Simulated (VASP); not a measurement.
# ZrSe2 in VASP: notebook

The runs below take ZrSe2 through single point, with PBE.

Everything below comes from runs of VASP 6.6.1. Logs are shortened: lines on timing, memory, paths and dates and some standing lists are left out, and cuts for length are marked.

### 1 The structure

The cell holds a slab with vacuum, 3 atoms: a = 3.798 Å, b = 3.798 Å, c = 15.096 Å, α = 90.00°, β = 90.00°, γ = 120.00°.

### 2 Single point, PBE

The input, INCAR:

```
SYSTEM = ZrSe2
PREC     = Accurate       ! precision mode
ENCUT    = 460            ! plane-wave cutoff, eV
EDIFF    = 1E-7           ! SCF threshold, eV
ISMEAR   = 0              ! smearing method
SIGMA    = 0.05           ! smearing width, eV
LREAL    = .FALSE.        ! projectors in reciprocal space
LASPH    = .TRUE.         ! aspherical terms in the spheres
NELM     = 120            ! most SCF steps
ALGO     = Normal         ! electronic algorithm
ISIF     = 2              ! what is computed and relaxed
LWAVE    = .FALSE.        ! write WAVECAR
LCHARG   = .FALSE.        ! write CHGCAR
LDIPOL   = .TRUE.       
IDIPOL   = 3            
DIPOL    = 0.5 0.5 0.500
GGA      = PE             ! functional
NBANDS   = 23             ! bands
LVHAR    = .TRUE.       
LVACPOTAV= .TRUE.
```

The input, KPOINTS:

```
Automatic mesh
0
G
  3 3 1
  0 0 0
```

The input, POSCAR:

```
ZrSe2
1.0
    3.7980000000      0.0000000000      0.0000000000
   -1.8990000000      3.2891644800      0.0000000000
    0.0000000000      0.0000000000     15.0960000000
Se Zr
2 1
Direct
    0.6666666667      0.3333333333      0.3974562798
    0.3333333333      0.6666666667      0.6025437202
    0.0000000000      0.0000000000      0.5000000000
```

Potentials or basis: VASP PAW PBE potentials, release 64 (Se, Zr_sv).

Command:

```sh
$ cat potpaw_PBE.64/Se/POTCAR potpaw_PBE.64/Zr_sv/POTCAR > POTCAR
$ mpirun -np 1 vasp_std > vasp.out
```

OUTCAR:

```text
SYSTEM = ZrSe2
   PREC = Accurate
   ENCUT = 460
   EDIFF = 1E-7
   ISMEAR = 0
   LREAL = .FALSE.
   LASPH = .TRUE.
   NELM = 120
   ISIF = 2
   GGA = PE

 Found      3 irreducible k-points:

 Following reciprocal coordinates:
            Coordinates               Weight
  0.000000  0.000000  0.000000      1.000000
  0.333333  0.000000  0.000000      6.000000
  0.333333  0.333333  0.000000      2.000000
   k-points           NKPTS =      3   k-points in BZ     NKDIM =      3   number of bands    NBANDS=     23
   number of dos      NEDOS =    301   number of ions     NIONS =      3
   total plane-waves  NPLWV =  84672
   dimension x,y,z NGX =    28 NGY =   28 NGZ =  108
   dimension x,y,z NGXF=    56 NGYF=   56 NGZF=  216
   ions per type =               2   1
   NGX,Y,Z   is equivalent  to a cutoff of  12.26, 12.26, 11.89 a.u.
   NGXF,Y,Z  is equivalent  to a cutoff of  24.51, 24.51, 23.79 a.u.
 SYSTEM =  ZrSe2
   PREC   = accura    normal or accurate (medium, high low for compatibility)
   ISTART =      0    job   : 0-new  1-cont  2-samecut
   ICHARG =      2    charge: 1-file 2-atom 10-const
   ISPIN  =      1    spin polarized calculation?
   LNONCOLLINEAR =      F non collinear calculations
   LSORBIT =      F    spin-orbit coupling
   LASPH  =      T    aspherical Exc in radial PAW
   ENCUT  =  460.0 eV  33.81 Ry    5.81 a.u.   6.64  6.64 26.40*2*pi/ulx,y,z
   NELM   =    120;   NELMIN=  2; NELMDL= -5     # of ELM steps
   EDIFF  = 0.1E-06   stopping-criterion for ELM
   LREAL  =      F    real-space projection
   EDIFFG = 0.1E-05   stopping-criterion for IOM
   NSW    =      0    number of steps for IOM
   IBRION =     -1    ionic relax: 0-MD 1-quasi-New 2-CG
   NFREE  =      0    steps in history (QN), initial steepest desc. (CG)
   ISIF   =      2    stress and relaxation
   ISYM   =      2    0-nonsym 1-usesym 2-fastsym
   POTIM  = 0.5000    time-step for ionic-motion
   TEBEG  =    0.0;   TEEND  =   0.0 temperature during run
   PSTRESS=    0.0 pullay stress
   NELECT =      24.0000    total number of electrons
   NUPDOWN=      -1.0000    fix difference up-down
   EMIN   =  10.00;   EMAX   =-10.00  energy-range for DOS
[... 5 lines left out ...]
     AMIX     =   0.40;   BMIX     =  1.00
     AMIX_MAG =   1.60;   BMIX_MAG =  1.00
  volume/ion in A,a.u.               =      62.86       424.21
  Fermi-wavevector in a.u.,A,eV,Ry     =   0.823464  1.556121  9.226007  0.678092
  Thomas-Fermi vector in A             =   1.934978
   LORBIT       =      0    0 simple, 1 ext, 2 COOP (PROOUT), +10 PAW based schemes
   GGA     = PE    functional components
[... 5 lines left out ...]
 non-spin polarized calculation
 Gauss-broadening in eV      SIGMA  =   0.05
  energy-cutoff  :      460.00
  volume of cell :      188.58
 maximum number of plane-waves:      4265
 NGX is ok and might be reduce to    28
   NGX = 13   NGY = 13   NGZ = 53

 dipolmoment           0.000000      0.000000     -0.000000 electrons x Angstroem

 number of electron      24.0000000 magnetization

 dipolmoment           0.000000      0.000000      0.000000 electrons x Angstroem

 Free energy of the ion-electron system (eV)
  ---------------------------------------------------
  ext. energy  EPLUGINS =         0.00000000
  ---------------------------------------------------
  free energy    TOTEN  =       -19.33418428 eV

  energy without entropy =      -19.33418428  energy(sigma->0) =      -19.33418428

 E-fermi :  -1.3348     XC(G=0):  -4.4906

 val. band max:       -1.5781971976   @ k =   0.0000   0.0000   0.0000
 cond. band min:      -0.9140994898   @ k =   0.3333   0.0000   0.0000
 fundamental gap:      0.6640977078
 Fermi energy:        -1.3347886362

 k-point     1 :       0.0000    0.0000    0.0000
  band No.  band energies     occupation
      1     -51.1175      2.00000
      2     -29.1932      2.00000
      3     -29.0320      2.00000
      4     -29.0320      2.00000
      5     -14.5156      2.00000
      6     -13.5670      2.00000
[... 15 lines left out ...]
     22       6.4064      0.00000
     23       7.2568      0.00000

 k-point     2 :       0.3333    0.0000    0.0000
  band No.  band energies     occupation
      1     -51.1086      2.00000
      2     -29.1721      2.00000
      3     -29.1575      2.00000
      4     -29.0615      2.00000
      5     -13.8137      2.00000
      6     -13.5162      2.00000
[... 15 lines left out ...]
     22       6.7060      0.00000
     23       7.5627      0.00000

 k-point     3 :       0.3333    0.3333    0.0000
  band No.  band energies     occupation
      1     -51.1041      2.00000
      2     -29.1560      2.00000
      3     -29.1560      2.00000
      4     -29.1454      2.00000
      5     -13.4485      2.00000
      6     -13.4485      2.00000
[... 15 lines left out ...]
     22       7.7563      0.00000
     23       7.7563      0.00000

------------------------ aborting loop because EDIFF is reached ----------------------------------------

  FORCE on cell =-STRESS in cart. coord.  units (eV):
  Direction    XX          YY          ZZ          XY          YZ          ZX
  --------------------------------------------------------------------------------------
  -------------------------------------------------------------------------------------
  Total        1.5785091      1.5785091      0.6729996     -0.0000000      0.0000000     -0.0000000
  in kB       13.4108166     13.4108166      5.7177205     -0.0000000      0.0000000     -0.0000000
  external PRESSURE =      10.8464512 kB  Pullay stress =       0.0000000 kB

 VOLUME and BASIS-vectors are now :
 -----------------------------------------------------------------------------
  energy-cutoff  :      460.00
  volume of cell :      188.58
      direct lattice vectors                 reciprocal lattice vectors
     3.798000000  0.000000000  0.000000000     0.263296472  0.152014289  0.000000000
    -1.899000000  3.289164480  0.000000000     0.000000000  0.304028578  0.000000000
     0.000000000  0.000000000 15.096000000     0.000000000  0.000000000  0.066242713

 POSITION                                       TOTAL-FORCE (eV/Angst)
 -----------------------------------------------------------------------------------
      1.89900      1.09639      6.00000         0.000000      0.000000     -0.219863
     -0.00000      2.19278      9.09600         0.000000     -0.000000      0.219863
      0.00000      0.00000      7.54800        -0.000000      0.000000      0.000000
 -----------------------------------------------------------------------------------
    total drift:                               -0.000000     -0.000000      0.000000

  FREE ENERGIE OF THE ION-ELECTRON SYSTEM (eV)
  ---------------------------------------------------
  free  energy   TOTEN  =       -19.3341842802 eV

  energy  without entropy=      -19.3341842802  energy(sigma->0) =      -19.33418428

 vacuum level on the upper side and lower side of the slab         4.010         4.010
```

Run time: 25 s. Hardware: 1 thread of Intel Xeon Platinum 8259CL at 2.50GHz (Skylake/Cascade Lake), shared host; peak memory 0.26 GiB.

The run converged, but some of its settings lie outside the range that counts as converged, so its numbers aren't taken as properties of the slab.

Results:

- Free energy: -19.3342 eV
- Largest force: 0.220 eV/Å
- Band gap on the k mesh: 0.66 eV, indirect (least direct gap 1.04 eV)
- Ionisation potential of the upper face: 5.59 eV

Caveat: the k mesh is coarse (spacing up to 0.64 Å⁻¹), so the values aren't converged.

### 3 Single point, PBE

Changes to INCAR since step 2:

```diff
@@ -2,3 +2,3 @@
 PREC     = Accurate       ! precision mode
-ENCUT    = 460            ! plane-wave cutoff, eV
+ENCUT    = 650            ! plane-wave cutoff, eV
 EDIFF    = 1E-7           ! SCF threshold, eV
```

KPOINTS is that of step 2.

POSCAR is that of step 2.

Potentials or basis: VASP PAW PBE potentials, release 64 (Se, Zr_sv).

Command:

```sh
$ cat potpaw_PBE.64/Se/POTCAR potpaw_PBE.64/Zr_sv/POTCAR > POTCAR
$ mpirun -np 1 vasp_std > vasp.out
```

Run time: 36 s. Hardware: 1 thread of Intel Xeon Platinum 8259CL at 2.50GHz (Skylake/Cascade Lake), shared host; peak memory 0.34 GiB.

The run converged, but some of its settings lie outside the range that counts as converged, so its numbers aren't taken as properties of the slab.

Results:

- Free energy: -19.3341 eV
- Largest force: 0.219 eV/Å
- Band gap on the k mesh: 0.66 eV, indirect (least direct gap 1.04 eV)
- Ionisation potential of the upper face: 5.59 eV

Caveat: the k mesh is coarse (spacing up to 0.64 Å⁻¹), so the values aren't converged.
